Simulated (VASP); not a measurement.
Computed with PBEsol GGA, VASP's PBE PAW potentials (set 64) (plane waves; VASP).

VASP input:

### INCAR
```
! general
SYSTEM   = BeO
PREC     = Accurate
ENCUT    = 520
LREAL    = .FALSE.
LASPH    = .TRUE.

! electronic loop
EDIFF    = 1E-8
NELM     = 100
ALGO     = Normal

! smearing
ISMEAR   = 0
SIGMA    = 0.01

! functional
GGA      = PS

! ions
IBRION   = 8
NSW      = 1

! output
LWAVE    = .FALSE.
LCHARG   = .FALSE.

! other
LEPSILON = .TRUE.
```

File POSCAR:
```
BeO
1.0
  1.3475550313  -2.3340341878   0.0000000000
  1.3475550313   2.3340341878   0.0000000000
  0.0000000000   0.0000000000   4.3750920580
Be O
2 2
Direct
  0.6666670000   0.3333330000   0.5000633700
  0.3333330000   0.6666670000   0.0000633700
  0.6666670000   0.3333330000   0.8779366300
  0.3333330000   0.6666670000   0.3779366300
```

### KPOINTS
```
Automatic mesh
0
Gamma
9 9 5
0 0 0
```

POTCAR, in this order: Be O (PBE.64 set). Program: vasp_std.

Output

OSZICAR:
```
...
RMM:   8    -0.173526259665E+00   -0.47222E-05   -0.13018E-07  4919   0.399E-04    0.636E-05
RMM:   9    -0.173525400805E+00    0.85886E-06    0.81015E-08  4556   0.175E-04    0.886E-06
 Linear response to external field, progress :
  Direction:   2
       N       E                     dE             d eps       ncg     rms          rms(c)
RMM:   1    -0.165476868113E+00   -0.16548E+00   -0.39021E-01  5249   0.263E+00
RMM:   2    -0.165664181678E+00   -0.18731E-03   -0.24916E-03  4690   0.357E-01    0.645E-01
RMM:   3    -0.163624036055E+00    0.20401E-02   -0.21484E-03  4665   0.414E-01    0.388E-01
RMM:   4    -0.172485377894E+00   -0.88613E-02   -0.37355E-03  5002   0.543E-01    0.433E-02
RMM:   5    -0.173465637597E+00   -0.98026E-03   -0.44616E-05  4845   0.615E-02    0.587E-03
RMM:   6    -0.173473775158E+00   -0.81376E-05   -0.38621E-06  5142   0.969E-03    0.243E-03
RMM:   7    -0.173516778790E+00   -0.43004E-04   -0.36441E-06  5219   0.366E-03    0.200E-04
RMM:   8    -0.173525968599E+00   -0.91898E-05   -0.10911E-06  5109   0.490E-04    0.658E-05
RMM:   9    -0.173525290438E+00    0.67816E-06   -0.26667E-07  4665   0.177E-04    0.187E-05
RMM:  10    -0.173525692690E+00   -0.40225E-06   -0.10374E-07  3238   0.615E-05    0.422E-06
 Linear response to external field, progress :
  Direction:   3
       N       E                     dE             d eps       ncg     rms          rms(c)
RMM:   1    -0.170253294385E+00   -0.17025E+00   -0.42109E-01  1584   0.262E+00
RMM:   2    -0.170490825875E+00   -0.23753E-03   -0.28151E-03  1453   0.353E-01    0.652E-01
RMM:   3    -0.168600346216E+00    0.18905E-02   -0.19479E-03  1385   0.398E-01    0.393E-01
RMM:   4    -0.177622227997E+00   -0.90219E-02   -0.34987E-03  1494   0.539E-01    0.421E-02
RMM:   5    -0.178566788527E+00   -0.94456E-03   -0.47286E-05  1465   0.615E-02    0.716E-03
RMM:   6    -0.178572439736E+00   -0.56512E-05   -0.16666E-06  1547   0.125E-02    0.242E-03
RMM:   7    -0.178617105854E+00   -0.44666E-04   -0.98723E-08  1573   0.311E-03    0.121E-03
RMM:   8    -0.178635229920E+00   -0.18124E-04   -0.32635E-08  1562   0.158E-03    0.998E-05
RMM:   9    -0.178637104573E+00   -0.18747E-05   -0.10795E-09  1350   0.188E-04    0.720E-05
RMM:  10    -0.178635844750E+00    0.12598E-05   -0.25914E-09  1095   0.912E-05    0.617E-06
 Linear response DOF=           4
 Linear response progress:
  Degree of freedom:   1/  4
       N       E                     dE             d eps       ncg     rms          rms(c)
RMM:   1    -0.892462228579E-02   -0.89246E-02   -0.62680E-04 11244   0.115E+00
RMM:   2    -0.771013543685E-02    0.12145E-02   -0.85146E-04  8625   0.230E-01    0.854E-02
RMM:   3    -0.760920718324E-02    0.10093E-03   -0.11027E-04  8761   0.794E-02    0.472E-02
RMM:   4    -0.768099596593E-02   -0.71789E-04   -0.97319E-05  8422   0.850E-02    0.643E-03
RMM:   5    -0.769310191444E-02   -0.12106E-04   -0.28859E-06  8890   0.113E-02    0.616E-04
RMM:   6    -0.769332565008E-02   -0.22374E-06    0.73681E-07  8573   0.151E-03    0.309E-04
RMM:   7    -0.769274240775E-02    0.58324E-06   -0.44800E-08  9084   0.567E-04    0.472E-05
RMM:   8    -0.769282668737E-02   -0.84280E-07   -0.58797E-08  9621   0.129E-04    0.166E-05
RMM:   9    -0.769277131744E-02    0.55370E-07    0.73784E-08 10573   0.507E-05    0.226E-06
RMM:  10    -0.769277426842E-02   -0.29510E-08    0.58379E-08 11114   0.311E-05    0.841E-07
 Linear response progress:
  Degree of freedom:   2/  4
       N       E                     dE             d eps       ncg     rms          rms(c)
RMM:   1    -0.252269663203E-01   -0.25227E-01   -0.57179E-02  3515   0.172E+00
RMM:   2    -0.115007203024E-01    0.13726E-01   -0.40111E-03  2084   0.457E-01    0.926E-02
RMM:   3    -0.111316661992E-01    0.36905E-03   -0.31024E-04  2162   0.123E-01    0.476E-02
RMM:   4    -0.110917395381E-01    0.39927E-04   -0.27078E-04  2157   0.801E-02    0.143E-02
RMM:   5    -0.110865254123E-01    0.52141E-05   -0.67930E-05  2190   0.252E-02    0.453E-03
RMM:   6    -0.110753508673E-01    0.11175E-04    0.12235E-05  2153   0.110E-02    0.109E-03
RMM:   7    -0.110764987345E-01   -0.11479E-05   -0.36946E-06  2217   0.283E-03    0.670E-04
RMM:   8    -0.110758820289E-01    0.61671E-06    0.31744E-06  2119   0.147E-03    0.731E-05
RMM:   9    -0.110761817444E-01   -0.29972E-06   -0.80800E-08  2321   0.221E-04    0.350E-05
RMM:  10    -0.110762438614E-01   -0.62117E-07    0.13198E-07  2431   0.107E-04    0.549E-06
RMM:  11    -0.110762274567E-01    0.16405E-07   -0.19378E-07  2529   0.649E-05    0.225E-06
RMM:  12    -0.110762292172E-01   -0.17605E-08    0.48701E-07  2391   0.602E-05    0.381E-07
RMM:  13    -0.110762305157E-01   -0.12985E-08    0.16942E-07  2134   0.572E-05    0.119E-07
RMM:  14    -0.110762311858E-01   -0.67015E-09    0.15957E-07  1923   0.570E-05    0.505E-08
 Linear response progress:
  Degree of freedom:   3/  4
       N       E                     dE             d eps       ncg     rms          rms(c)
RMM:   1    -0.356249459394E+00   -0.35625E+00    0.32728E-01  9235   0.507E+00
RMM:   2    -0.350346536370E+00    0.59029E-02   -0.64750E-03  8152   0.677E-01    0.162E-01
RMM:   3    -0.352028533328E+00   -0.16820E-02   -0.65850E-04  7593   0.218E-01    0.876E-02
RMM:   4    -0.354515086667E+00   -0.24866E-02   -0.56739E-04  7471   0.205E-01    0.208E-02
RMM:   5    -0.354587854157E+00   -0.72767E-04   -0.28115E-05  8545   0.351E-02    0.122E-03
RMM:   6    -0.354584130573E+00    0.37236E-05   -0.17275E-05  9176   0.514E-03    0.644E-04
RMM:   7    -0.354576507282E+00    0.76233E-05    0.34283E-07  8906   0.120E-03    0.135E-04
RMM:   8    -0.354579416835E+00   -0.29096E-05   -0.91551E-07  8374   0.380E-04    0.221E-05
RMM:   9    -0.354579343385E+00    0.73449E-07    0.38430E-07 10415   0.127E-04    0.501E-06
RMM:  10    -0.354579357316E+00   -0.13931E-07    0.44245E-08 11949   0.691E-05    0.250E-06
RMM:  11    -0.354579341044E+00    0.16272E-07    0.62240E-08 12150   0.652E-05    0.293E-07
RMM:  12    -0.354579340633E+00    0.41100E-09    0.51344E-08 11646   0.647E-05    0.184E-07
 Linear response progress:
  Degree of freedom:   4/  4
       N       E                     dE             d eps       ncg     rms          rms(c)
RMM:   1    -0.387906334870E+00   -0.38791E+00    0.36414E-01  2244   0.504E+00
RMM:   2    -0.381281253371E+00    0.66251E-02   -0.67491E-03  2065   0.673E-01    0.166E-01
RMM:   3    -0.382266071367E+00   -0.98482E-03   -0.15015E-03  1886   0.292E-01    0.827E-02
RMM:   4    -0.384030714091E+00   -0.17646E-02   -0.12666E-03  2024   0.235E-01    0.216E-02
RMM:   5    -0.384046155106E+00   -0.15441E-04   -0.39022E-05  2106   0.468E-02    0.902E-03
RMM:   6    -0.384209423101E+00   -0.16327E-03   -0.15944E-06  1989   0.152E-02    0.227E-03
RMM:   7    -0.384188916092E+00    0.20507E-04   -0.14013E-06  2114   0.538E-03    0.647E-04
RMM:   8    -0.384190280463E+00   -0.13644E-05   -0.53323E-07  2191   0.171E-03    0.230E-04
RMM:   9    -0.384190942075E+00   -0.66161E-06    0.52129E-08  2181   0.654E-04    0.104E-04
RMM:  10    -0.384190425311E+00    0.51676E-06   -0.90496E-08  2243   0.360E-04    0.656E-05
RMM:  11    -0.384190554370E+00   -0.12906E-06    0.13863E-08  2304   0.157E-04    0.469E-06
RMM:  12    -0.384190559073E+00   -0.47039E-08   -0.89343E-09  2480   0.464E-05    0.358E-06
 Linear response finished
```

OUTCAR:
```
------------------------ aborting loop because EDIFF is reached ----------------------------------------

 HEAD OF MICROSCOPIC STATIC DIELECTRIC TENSOR (INDEPENDENT PARTICLE, excluding Hartree and local field effects)
 ------------------------------------------------------
           3.178906     0.000000     0.000000
           0.000000     3.178907    -0.000000
           0.000000     0.000000     3.242472
 ------------------------------------------------------

 MACROSCOPIC STATIC DIELECTRIC TENSOR (including local field effects in DFT)
 ------------------------------------------------------
           3.101344    -0.000000     0.000000
          -0.000000     3.101345    -0.000000
          -0.000000     0.000000     3.168183
 ------------------------------------------------------

 PIEZOELECTRIC TENSOR (including local field effects)  for field in x, y, z        (e  Angst)
          XX          YY          ZZ          XY          YZ          ZX
  --------------------------------------------------------------------------------
  x    -0.00000     0.00000     0.00000     0.00000     0.00000     0.61534
  y     0.00000     0.00000    -0.00000    -0.00000     0.61534     0.00000
  z     0.51988     0.51988    -1.01256     0.00000     0.00000     0.00000

 PIEZOELECTRIC TENSOR (including local field effects)  for field in x, y, z        (C/m^2)
          XX          YY          ZZ          XY          YZ          ZX
  --------------------------------------------------------------------------------
  x    -0.00000     0.00000     0.00000     0.00000     0.00000     0.35822
  y     0.00000     0.00000    -0.00000    -0.00000     0.35822     0.00000
  z     0.30265     0.30265    -0.58947     0.00000     0.00000     0.00000

 BORN EFFECTIVE CHARGES (including local field effects) (in |e|, cummulative output)
 ---------------------------------------------------------------------------------
 ion    1
    1     1.78611     0.00000     0.00000
    2     0.00000     1.78611     0.00000
    3    -0.00000     0.00000     1.84802
 ion    2
    1     1.78611     0.00000     0.00000
    2     0.00000     1.78611     0.00000
    3     0.00000     0.00000     1.84802
 ion    3
    1    -1.78611     0.00000     0.00000
    2     0.00000    -1.78611     0.00000
    3    -0.00000    -0.00000    -1.84802
 ion    4
    1    -1.78611     0.00000    -0.00000
    2     0.00000    -1.78611     0.00000
    3     0.00000     0.00000    -1.84802

   1 f  =   26.147011 THz   164.286513 2PiTHz  872.170395 cm-1   108.135299 meV
             X         Y         Z           dx          dy          dz
      1.347555 -0.778013  2.187823    -0.000000    0.000000    0.694531
      1.347555  0.778013  0.000277    -0.000000    0.000000   -0.694531
      1.347555 -0.778013  3.841054     0.000000   -0.000000    0.132764
      1.347555  0.778013  1.653508     0.000000   -0.000000   -0.132764

   2 f  =   21.907512 THz   137.648956 2PiTHz  730.755931 cm-1    90.602148 meV
             X         Y         Z           dx          dy          dz
      1.347555 -0.778013  2.187823     0.000000    0.565557   -0.000000
      1.347555  0.778013  0.000277     0.000000    0.565557   -0.000000
      1.347555 -0.778013  3.841054    -0.000000   -0.424435    0.000000
      1.347555  0.778013  1.653508    -0.000000   -0.424435   -0.000000

   3 f  =   21.907508 THz   137.648931 2PiTHz  730.755804 cm-1    90.602132 meV
             X         Y         Z           dx          dy          dz
      1.347555 -0.778013  2.187823    -0.565557    0.000000    0.000000
      1.347555  0.778013  0.000277    -0.565557    0.000000    0.000000
      1.347555 -0.778013  3.841054     0.424435   -0.000000   -0.000000
      1.347555  0.778013  1.653508     0.424435   -0.000000    0.000000

   4 f  =   21.148626 THz   132.880733 2PiTHz  705.442215 cm-1    87.463648 meV
             X         Y         Z           dx          dy          dz
      1.347555 -0.778013  2.187823    -0.000000   -0.000000    0.132764
      1.347555  0.778013  0.000277     0.000000    0.000000   -0.132764
      1.347555 -0.778013  3.841054    -0.000000   -0.000000   -0.694531
      1.347555  0.778013  1.653508     0.000000    0.000000    0.694531

   5 f  =   20.845200 THz   130.974255 2PiTHz  695.321030 cm-1    86.208782 meV
             X         Y         Z           dx          dy          dz
      1.347555 -0.778013  2.187823     0.000000   -0.579650    0.000000
      1.347555  0.778013  0.000277    -0.000000    0.579650    0.000000
      1.347555 -0.778013  3.841054     0.000000   -0.404976   -0.000000
      1.347555  0.778013  1.653508    -0.000000    0.404976   -0.000000

   6 f  =   20.845196 THz   130.974232 2PiTHz  695.320909 cm-1    86.208767 meV
             X         Y         Z           dx          dy          dz
      1.347555 -0.778013  2.187823     0.579650    0.000000   -0.000000
      1.347555  0.778013  0.000277    -0.579650   -0.000000   -0.000000
      1.347555 -0.778013  3.841054     0.404976    0.000000    0.000000
      1.347555  0.778013  1.653508    -0.404976   -0.000000    0.000000

   7 f  =   20.670137 THz   129.874304 2PiTHz  689.481568 cm-1    85.484781 meV
             X         Y         Z           dx          dy          dz
      1.347555 -0.778013  2.187823     0.000000    0.000000    0.565605
      1.347555  0.778013  0.000277    -0.000000   -0.000000    0.565605
      1.347555 -0.778013  3.841054     0.000000    0.000000   -0.424371
      1.347555  0.778013  1.653508    -0.000000   -0.000000   -0.424371

   8 f  =    9.685495 THz    60.855758 2PiTHz  323.073330 cm-1    40.055970 meV
             X         Y         Z           dx          dy          dz
      1.347555 -0.778013  2.187823     0.000000   -0.404976    0.000000
      1.347555  0.778013  0.000277    -0.000000    0.404976    0.000000
      1.347555 -0.778013  3.841054    -0.000000    0.579650    0.000000
      1.347555  0.778013  1.653508     0.000000   -0.579650    0.000000

   9 f  =    9.685493 THz    60.855748 2PiTHz  323.073273 cm-1    40.055963 meV
             X         Y         Z           dx          dy          dz
      1.347555 -0.778013  2.187823    -0.404976   -0.000000    0.000000
      1.347555  0.778013  0.000277     0.404976    0.000000   -0.000000
      1.347555 -0.778013  3.841054     0.579650    0.000000   -0.000000
...
```
(Selected blocks of OUTCAR.)

The compound is BeO in the wurtzite structure. It was relaxed first.
